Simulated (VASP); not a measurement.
# GaAs(110): relaxation, ionisation energy and affinity, part 2 of 3

Where do the bulk band edges lie against the vacuum outside GaAs(110)?

VASP 6.6.1; PBEsol; plane waves and PAW (Ga, As).

So far, gap on the k-mesh (eV): step 3 (band edges of the bulk) 0.404.

### Step 4. Surface relaxation

System of this step: GaAs(110). The cell holds 18 atoms: 9 Ga and 9 As. Its edges and angles: a = 4.018 Å, b = 5.682 Å, c = 32.071 Å, α = 90.0°, β = 90.0°, γ = 90.0°. It derives from GaAs. 9 layers, cut at this functional's lattice. Vacuum lies along c.

All atoms relax at the fixed cell.

INCAR reads:

```
SYSTEM = GaAs
PREC = Normal
ENCUT = 320
EDIFF = 1E-05
NELM = 120
ISMEAR = 0
SIGMA = 0.03
LREAL = Auto
ALGO = Fast
GGA = PS
NBANDS = 54
LORBIT = 11
LWAVE = .FALSE.
LCHARG = .FALSE.
KPAR = 2
NCORE = 2
LASPH = .TRUE.
IBRION = 2
NSW = 60
ISIF = 2
EDIFFG = -0.03
POTIM = 0.4
MAXMIX = 40
IDIPOL = 3
LDIPOL = .TRUE.
DIPOL = 0.5 0.5 0.5
```

POSCAR reads:

```
GaAs
1.0
    4.0176299915      0.0000000000      0.0000000000
    0.0000000000      5.6817868226      0.0000000000
    0.0000000000      0.0000000000     32.0705199661
Ga As
9 9
Direct
    0.0000000000      0.0000000000      0.2494502700
    0.5000000000      0.5000000000      0.3120877100
    0.0000000000      0.0000000000      0.3747251400
    0.5000000000      0.5000000000      0.4373625700
    0.0000000000      0.0000000000      0.5000000000
    0.5000000000      0.5000000000      0.5626374300
    0.0000000000      0.0000000000      0.6252748600
    0.5000000000      0.5000000000      0.6879122900
    0.0000000000      0.0000000000      0.7505497300
    0.0000000000      0.7500000000      0.3120877100
    0.5000000000      0.2500000000      0.2494502700
    0.0000000000      0.7500000000      0.4373625700
    0.5000000000      0.2500000000      0.3747251400
    0.0000000000      0.7500000000      0.5626374300
    0.5000000000      0.2500000000      0.5000000000
    0.0000000000      0.7500000000      0.6879122900
    0.5000000000      0.2500000000      0.6252748600
    0.5000000000      0.2500000000      0.7505497300
```

KPOINTS reads:

```
Automatic mesh
0
Gamma
6 4 1
0 0 0
```

Potentials, in the order of the species: Ga and As (PBE family, release 64).

On the command line:

```bash
mpirun -np 4 vasp_std
```

Log:

```text
[banner, memory and clock lines left out]
running    4 mpi-ranks, on    1 nodes
 distrk:  each k-point on    2 cores,    2 groups
 distr:  one band on    2 cores,    1 groups

 POSCAR found type information on POSCAR GaAs
 POSCAR found :  2 types and      18 ions
 [... a notice as in an earlier step ...]

 LDA part: xc-table for (Slater+PW92), standard interpolation
 POSCAR, INCAR and KPOINTS ok, starting setup
 FFT: planning ... GRIDC
 FFT: planning ... GRID_SOFT
 FFT: planning ... GRID
 WAVECAR not read
 entering main loop
       N       E                     dE             d eps       ncg     rms          rms(c)
DAV:   1     0.298675431128E+03    0.29868E+03   -0.18709E+04  1296   0.691E+02
DAV:   2    -0.443289720851E+02   -0.34300E+03   -0.33028E+03  1734   0.150E+02
DAV:   3    -0.793293968847E+02   -0.35000E+02   -0.34535E+02  1568   0.502E+01
DAV:   4    -0.806601352105E+02   -0.13307E+01   -0.13264E+01  1720   0.110E+01
DAV:   5    -0.807015679103E+02   -0.41433E-01   -0.41413E-01  1660   0.185E+00    0.115E+01
RMM:   6    -0.786937580548E+02    0.20078E+01   -0.20604E+00  1296   0.308E+00    0.659E+00
RMM:   7    -0.783073733078E+02    0.38638E+00   -0.26568E+00  1298   0.345E+00    0.149E+00
RMM:   8    -0.782556837292E+02    0.51690E-01   -0.39312E-01  1297   0.168E+00    0.436E-01
RMM:   9    -0.782417307832E+02    0.13953E-01   -0.27166E-02  1324   0.534E-01    0.184E-01
RMM:  10    -0.782428325572E+02   -0.11018E-02   -0.10464E-02  1372   0.255E-01    0.101E-01
RMM:  11    -0.782440265567E+02   -0.11940E-02   -0.23731E-03  1381   0.122E-01    0.523E-02
RMM:  12    -0.782448587415E+02   -0.83218E-03   -0.86421E-04  1297   0.769E-02    0.387E-02
RMM:  13    -0.782452198712E+02   -0.36113E-03   -0.60910E-04  1295   0.528E-02    0.192E-02
RMM:  14    -0.782455774524E+02   -0.35758E-03   -0.24368E-04  1209   0.313E-02    0.126E-02
RMM:  15    -0.782457140331E+02   -0.13658E-03   -0.73633E-05  1070   0.187E-02    0.595E-03
RMM:  16    -0.782457599334E+02   -0.45900E-04   -0.28872E-05   945   0.112E-02    0.326E-03
RMM:  17    -0.782458100155E+02   -0.50082E-04   -0.13109E-05   892   0.741E-03    0.284E-03
RMM:  18    -0.782458336750E+02   -0.23659E-04   -0.40333E-06   727   0.394E-03    0.121E-03
RMM:  19    -0.782458615939E+02   -0.27919E-04   -0.25705E-06   558   0.302E-03    0.108E-03
RMM:  20    -0.782458711092E+02   -0.95153E-05   -0.35532E-07   465   0.233E-03
   1 F= -.78245871E+02 E0= -.78245867E+02  d E =-.782459E+02
 curvature:   0.00 expect dE= 0.000E+00 dE for cont linesearch  0.000E+00
 trial: gam= 0.00000 g(F)=  0.422E+00 g(S)=  0.000E+00 ort = 0.000E+00 (trialstep = 0.100E+01)
 search vector abs. value=  0.422E+00
 bond charge predicted
       N       E                     dE             d eps       ncg     rms          rms(c)
DAV:   1    -0.785929359339E+02   -0.34707E+00   -0.40439E+00  1450   0.561E+00    0.622E-01
RMM:   2    -0.786102830019E+02   -0.17347E-01   -0.21938E-01  1297   0.127E+00    0.265E-01
RMM:   3    -0.786136826478E+02   -0.33996E-02   -0.30138E-02  1313   0.520E-01    0.184E-01
RMM:   4    -0.786140286115E+02   -0.34596E-03   -0.76413E-03  1351   0.244E-01    0.673E-02
RMM:   5    -0.786141459222E+02   -0.11731E-03   -0.15501E-03  1383   0.110E-01    0.214E-02
RMM:   6    -0.786141816909E+02   -0.35769E-04   -0.26367E-04  1322   0.460E-02    0.909E-03
RMM:   7    -0.786142198771E+02   -0.38186E-04   -0.61999E-05  1080   0.217E-02    0.300E-03
RMM:   8    -0.786142271803E+02   -0.73031E-05   -0.16347E-05   893   0.103E-02
   2 F= -.78614227E+02 E0= -.78614227E+02  d E =-.368356E+00
[... from here on, the cycles between the ionic steps are left out ...]
   3 F= -.79047569E+02 E0= -.79047569E+02  d E =-.801698E+00
   4 F= -.79065971E+02 E0= -.79065971E+02  d E =-.820100E+00
   5 F= -.79393083E+02 E0= -.79393083E+02  d E =-.327112E+00
   6 F= -.79572342E+02 E0= -.79572342E+02  d E =-.506371E+00
   7 F= -.79641511E+02 E0= -.79641511E+02  d E =-.691689E-01
   8 F= -.79642082E+02 E0= -.79642082E+02  d E =-.697403E-01
   9 F= -.79661845E+02 E0= -.79661845E+02  d E =-.197625E-01
  10 F= -.79670607E+02 E0= -.79670607E+02  d E =-.285245E-01
  11 F= -.79680933E+02 E0= -.79680933E+02  d E =-.103262E-01
  12 F= -.79681457E+02 E0= -.79681457E+02  d E =-.108499E-01
  13 F= -.79685158E+02 E0= -.79685158E+02  d E =-.370088E-02
  14 F= -.79685228E+02 E0= -.79685228E+02  d E =-.377133E-02
  15 F= -.79687794E+02 E0= -.79687794E+02  d E =-.256564E-02
  16 F= -.79688015E+02 E0= -.79688015E+02  d E =-.278694E-02
  17 F= -.79690428E+02 E0= -.79690428E+02  d E =-.241272E-02
  18 F= -.79690675E+02 E0= -.79690675E+02  d E =-.265988E-02
  19 F= -.79691741E+02 E0= -.79691741E+02  d E =-.106638E-02
  20 F= -.79691784E+02 E0= -.79691784E+02  d E =-.110914E-02
  21 F= -.79692501E+02 E0= -.79692501E+02  d E =-.716568E-03
  22 F= -.79692515E+02 E0= -.79692515E+02  d E =-.731110E-03
 curvature:  -5.18 expect dE=-0.119E-02 dE for cont linesearch -0.206E-05
 trial: gam= 0.53547 g(F)=  0.229E-03 g(S)=  0.000E+00 ort =-0.210E-04 (trialstep = 0.324E+01)
 search vector abs. value=  0.525E-03
 bond charge predicted
       N       E                     dE             d eps       ncg     rms          rms(c)
DAV:   1    -0.796926462540E+02   -0.13303E-03   -0.46480E-02  1296   0.663E-01    0.659E-02
RMM:   2    -0.796927003231E+02   -0.54069E-04   -0.24142E-03  1296   0.145E-01    0.467E-02
RMM:   3    -0.796928351928E+02   -0.13487E-03   -0.39691E-04  1303   0.620E-02    0.238E-02
RMM:   4    -0.796928261137E+02    0.90791E-05   -0.10032E-04  1299   0.292E-02    0.125E-02
RMM:   5    -0.796928583475E+02   -0.32234E-04   -0.23622E-05   956   0.145E-02    0.768E-03
RMM:   6    -0.796928555241E+02    0.28234E-05   -0.68170E-06   864   0.725E-03
  23 F= -.79692856E+02 E0= -.79692856E+02  d E =-.340292E-03
 trial-energy change:   -0.000340  1 .order   -0.000350   -0.000706    0.000006
 step:   3.2161(harm=  3.2161)  dis= 0.00589  next Energy=   -79.692865 (dE=-0.350E-03)
 reached required accuracy - stopping structural energy minimisation
```

The job ended after 3.9 min (4 MPI ranks of Intel Xeon 6975P-C (Granite Rapids), shared host; peak memory 0.96 GiB).

Parts of OUTCAR (step 4):

```text
  LATTYP: Found a simple orthorhombic cell.
 ALAT       =     4.0176299915
 B/A-ratio  =     1.4142135624
 C/A-ratio  =     7.9824473717

 Subroutine GETGRP returns: Found  4 space group operations
 (whereof  4 operations were pure point group operations)

The static configuration has the point symmetry C_2v.

 Found     12 irreducible k-points:

   k-points           NKPTS =     12   k-points in BZ     NKDIM =     12   number of bands    NBANDS=     54

   dimension x,y,z NGX =    18 NGY =   28 NGZ =  140
   dimension x,y,z NGXF=    36 NGYF=   56 NGZF=  280

   ENCUT  =  320.0 eV  23.52 Ry    4.85 a.u.   5.86  8.29 46.78*2*pi/ulx,y,z

   NELECT =      72.0000    total number of electrons

 dipolmoment           0.000000      0.000000     -0.000000 electrons x Angstroem

 E-fermi :  -0.5558

 k-point     1 :       0.0000    0.0000    0.0000
  band No.  band energies     occupation
    ...
     32      -1.0917      2.00000
     33      -1.0700      2.00000
     34      -0.9697      2.00000
     35      -0.8451      2.00000
     36      -0.7404      2.00000
     37       0.0769      0.00000
     38       0.7174      0.00000
     39       0.7745      0.00000
     40       0.8953      0.00000
     41       0.9562      0.00000
    ...

 k-point     2 :       0.1667    0.0000    0.0000
  band No.  band energies     occupation
    ...
     32      -1.9787      2.00000
     33      -1.7186      2.00000
     34      -1.6379      2.00000
     35      -1.3850      2.00000
     36      -1.1449      2.00000
     37       0.9772      0.00000
     38       1.2728      0.00000
     39       1.3039      0.00000
     40       1.7737      0.00000
     41       1.8497      0.00000
    ...

  Total       -2.1544053     -1.0883241     -0.3332890      0.0000000      0.0000000      0.0000000
  in kB       -4.7149502     -2.3818145     -0.7294083      0.0000000      0.0000000      0.0000000
  external PRESSURE =      -2.6087244 kB  Pullay stress =       0.0000000 kB

  energy-cutoff  :      320.00
  volume of cell :      732.08
      direct lattice vectors                 reciprocal lattice vectors
     4.017629991  0.000000000  0.000000000     0.248902961  0.000000000  0.000000000
     0.000000000  5.681786823  0.000000000     0.000000000  0.176000971  0.000000000
     0.000000000  0.000000000 32.070519966     0.000000000  0.000000000  0.031181284

 POSITION                                       TOTAL-FORCE (eV/Angst)
 -----------------------------------------------------------------------------------
      0.00000      0.35105      8.45946         0.000000      0.013252     -0.009628
      2.00881      2.75046      9.90697         0.000000     -0.016555      0.007576
      0.00000      5.62599     12.03907         0.000000     -0.007729     -0.004366
      2.00881      2.77452     14.01122         0.000000     -0.001481      0.006218
      4.01763      5.62565     16.03526         0.000000     -0.006911     -0.000000
      2.00881      2.77452     18.05930         0.000000     -0.001481     -0.006218
      0.00000      5.62599     20.03145         0.000000     -0.007729      0.004366
      2.00881      2.75046     22.16355         0.000000     -0.016555     -0.007576
      0.00000      0.35105     23.61106         0.000000      0.013252      0.009628
      0.00000      4.17852     10.02449         0.000000     -0.012652      0.015564
      2.00881      1.53264      7.74614        -0.000000      0.009066     -0.000178
      4.01763      4.19617     14.03589         0.000000      0.002403     -0.011513
      2.00881      1.37438     11.98261         0.000000      0.010769      0.004116
      4.01763      4.19617     18.03463         0.000000      0.002403      0.011513
      2.00881      1.36343     16.03526         0.000000      0.012763     -0.000000
      0.00000      4.17852     22.04603        -0.000000     -0.012652     -0.015564
      2.00881      1.37438     20.08791         0.000000      0.010769     -0.004116
      2.00881      1.53264     24.32438         0.000000      0.009066      0.000178
 -----------------------------------------------------------------------------------
    total drift:                                0.000000     -0.030337     -0.000007

  FREE ENERGIE OF THE ION-ELECTRON SYSTEM (eV)
  ---------------------------------------------------
  free  energy   TOTEN  =       -79.6928555241 eV

  energy  without entropy=      -79.6928555241  energy(sigma->0) =      -79.69285552

 vacuum level on the upper side and lower side of the slab         4.092         4.092

 total charge
# of ion       s       p       d       tot
------------------------------------------
    1        1.161   1.018   0.104   2.282
    2        1.091   1.160   0.132   2.384
    3        1.095   1.177   0.131   2.403
    4        1.095   1.180   0.132   2.407
    5        1.095   1.189   0.134   2.418
    6        1.095   1.180   0.132   2.407
    7        1.095   1.177   0.131   2.403
    8        1.091   1.160   0.132   2.384
    9        1.161   1.018   0.104   2.282
   10        1.219   1.578   0.028   2.825
   11        1.266   1.480   0.024   2.770
   12        1.216   1.583   0.028   2.826
   13        1.218   1.573   0.027   2.818
   14        1.216   1.583   0.028   2.826
   15        1.216   1.581   0.027   2.824
   16        1.219   1.578   0.028   2.825
   17        1.218   1.573   0.027   2.818
   18        1.266   1.480   0.024   2.770
--------------------------------------------------
tot         21.030  24.265   1.375  46.670

[... 1 part as in an earlier step ...]

[... 7 further parts left out ...]
```

The run keeps the 4 symmetry operations of its start, so it cannot find a distortion of lower symmetry.

Step by step (22 of 23):

| step | energy less that of the first step (eV) | largest force (eV/Å) |
| --- | --- | --- |
| 1 | 0.0000 | 1.6569 |
| 2 | -0.3684 | 1.3902 |
| 3 | -0.8017 | 0.9123 |
| 4 | -0.8201 | 1.0361 |
| 5 | -1.1472 | 0.7608 |
| 6 | -1.3265 | 0.6305 |
| 7 | -1.3956 | 0.2766 |
| 8 | -1.3962 | 0.2365 |
| 9 | -1.4160 | 0.1661 |
| 10 | -1.4247 | 0.1585 |
| 11 | -1.4351 | 0.0867 |
| 13 | -1.4393 | 0.0738 |
| 14 | -1.4394 | 0.0833 |
| 15 | -1.4419 | 0.0773 |
| 16 | -1.4421 | 0.0864 |
| 17 | -1.4446 | 0.0438 |
| 18 | -1.4448 | 0.0533 |
| 19 | -1.4459 | 0.0375 |
| 20 | -1.4459 | 0.0542 |
| 21 | -1.4466 | 0.0330 |
| 22 | -1.4466 | 0.0371 |
| 23 | -1.4470 | 0.0201 |

The atoms that moved most (Å):

| atom | dx | dy | dz | length |
| --- | --- | --- | --- | --- |
| Ga9 | 0.000 | 0.351 | -0.459 | 0.578 |
| Ga1 | 0.000 | 0.351 | 0.459 | 0.578 |
| As18 | 0.000 | 0.112 | 0.254 | 0.278 |
| As11 | 0.000 | 0.112 | -0.254 | 0.278 |
| Ga8 | 0.000 | -0.090 | 0.102 | 0.136 |
| Ga2 | 0.000 | -0.090 | -0.102 | 0.136 |
| As10 | 0.000 | -0.083 | 0.016 | 0.084 |
| As16 | 0.000 | -0.083 | -0.016 | 0.084 |

Final coordinates:

```
Ga As
1.0
     4.01763    0.00000    0.00000
     0.00000    5.68179    0.00000
     0.00000    0.00000   32.07052
Ga As
9 9
Cartesian
  0.0000 0.3510 8.4595
  2.0088 2.7505 9.9070
  0.0000 -0.0558 12.0391
  2.0088 2.7745 14.0112
  0.0000 -0.0561 16.0353
  2.0088 2.7745 18.0593
  0.0000 -0.0558 20.0314
  2.0088 2.7505 22.1636
  0.0000 0.3510 23.6111
  0.0000 4.1785 10.0245
  2.0088 1.5326 7.7461
  0.0000 4.1962 14.0359
  2.0088 1.3744 11.9826
  0.0000 4.1962 18.0346
  2.0088 1.3634 16.0353
  0.0000 4.1785 22.0460
  2.0088 1.3744 20.0879
  2.0088 1.5326 24.3244
```

This step gave:

```
electronic cycles              : 165
electrons                      : 72
free energy (TOTEN)            : -79.6929 eV
Fermi energy                   : -0.5558 eV
dipole moment                  : 0, 0, 0 e·Å
gap on the k-mesh              : 0.7935 eV
least direct gap on the k-mesh : 0.8173 eV
```

The run ended after 23 ionic steps, 1.447 eV below its first step, once the forces on the free atoms met EDIFFG = -0.03.

(Continued in part 3 of 3.)

[Lines on the potential files, build, host, timing and source positions are cut from VASP's logs without a mark.]

[Logs are printed without paths, hosts, clocks, repeated set-up lines and the standing remarks that a program may print on its own settings, such as how far it seeks lower states.]

[Hosts, paths, dates, database ids (printed as entryN), source tags and the programs' standing remarks are cut or masked in the printed files.]

[Runs that stopped without an error message from VASP are left out.]
